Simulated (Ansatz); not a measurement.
**Ag: one input, then a changed one**

The cell comes from COD entry 1509145, which wasn't checked; take it as a given geometry. The listed cell was then made from it by scaling, straining or moving an atom.

First run: DFT, LDA, all-electron LAPW, scalar-relativistic (Ansatz 0.2.0).

Command: `ansatz run input.yaml --threads 1 --pin off --max-ram 2048MiB --backend cpu --events-out ev --progress --plain --runs-dir out` The run took 2.6 min on 1 thread of Arm Neoverse V2 (shared host).

```yaml
crystal:
  lattice:
    - [2.93, 0.0, 0.0]
    - [-1.465, 2.5374544331, 0.0]
    - [0.0, 0.0, 4.79]
  atoms:
    - { symbol: Ag, position: [0.3065772933, 0.6877596967, 0.27042034] }
    - { symbol: Ag, position: [0.6785102567, 0.3834255733, 0.75702979] }
kpoints:
  mp_grid: { grid: [9, 9, 5] }
scf:
  occupations: { method: fermi_dirac, width: 0.05 }
hamiltonian:
  xc: lda
  pseudopotentials: { kind: all_electron, lapw: { basis_error: 0.001 } }
output:
  forces: true
  stress: true
relax:
  f_tol: 0.01
  max_steps: 80
  cell: {}
```

Result: converged; relaxed volume 16.004 Å³/atom; 27 SCF iterations in all.

The input is then changed:

```diff
@@ -7,4 +7,5 @@
     - { symbol: Ag, position: [0.3065772933, 0.6877596967, 0.27042034] }
     - { symbol: Ag, position: [0.6785102567, 0.3834255733, 0.75702979] }
+  symmetry: { detect: false }
 kpoints:
   mp_grid: { grid: [9, 9, 5] }
@@ -12,5 +13,5 @@
   occupations: { method: fermi_dirac, width: 0.05 }
 hamiltonian:
-  xc: lda
+  xc: rpbe
   pseudopotentials: { kind: all_electron, lapw: { basis_error: 0.001 } }
 output:
```

Q: What does the second run give?

A: It converged; relaxed volume 18.636 Å³/atom; 28 SCF iterations in all.
